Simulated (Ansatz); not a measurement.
HgTe (Coloradoite):

```
Hg Te
1.0
     0.00000    3.21450    3.21450
     3.21450    0.00000    3.21450
     3.21450    3.21450    0.00000
Hg Te
1 1
Direct
  0.00000 0.00000 0.00000
  0.75000 0.75000 0.75000
```

Base run:

```yaml
Program: Ansatz 0.2.0
Functional: r2SCAN
Potentials_or_basis: Ansatz PAW
Cutoff: "500 eV (not typed: the program's choice for these potentials)"
k_mesh: 7 × 7 × 7
Occupations: fermi-dirac, width 0.05 eV
Spin: no spin polarisation
```

Its results: band gap on the k mesh none (metal or under the smearing width); pressure 3.2 GPa.

After a change of settings the same cell gave: band gap on the k mesh 2.34 eV, direct; pressure 3.6 GPa. Which change was it?
A. functional from r2SCAN to revPBE; cutoff from 500 eV (not typed: the program's choice for these potentials) to 420 eV (not typed: the program's choice for these potentials)
B. functional from r2SCAN to BPBE; cutoff from 500 eV (not typed: the program's choice for these potentials) to 420 eV (not typed: the program's choice for these potentials)
C. functional from r2SCAN to CAM-B3LYP; cutoff from 500 eV (not typed: the program's choice for these potentials) to 420 eV (not typed: the program's choice for these potentials); k mesh from 7 × 7 × 7 to 4 × 4 × 4
D. functional from r2SCAN to LDA; cutoff from 500 eV (not typed: the program's choice for these potentials) to 420 eV (not typed: the program's choice for these potentials); spin from no spin polarisation to spin-orbit coupling, no magnetisation; potential files from those of the base run to others of the same set

C.

Caveats: some runs use coarse meshes; the PAW data sets come from PBE, with cores solved anew for the run's functional, which leaves a small shift of forces and pressure; spin-orbit coupling is left out, which moves the levels of the heavy elements (some runs); the thresholds are loose for stress (some runs).

Runs at the PBE level aren't shown here.
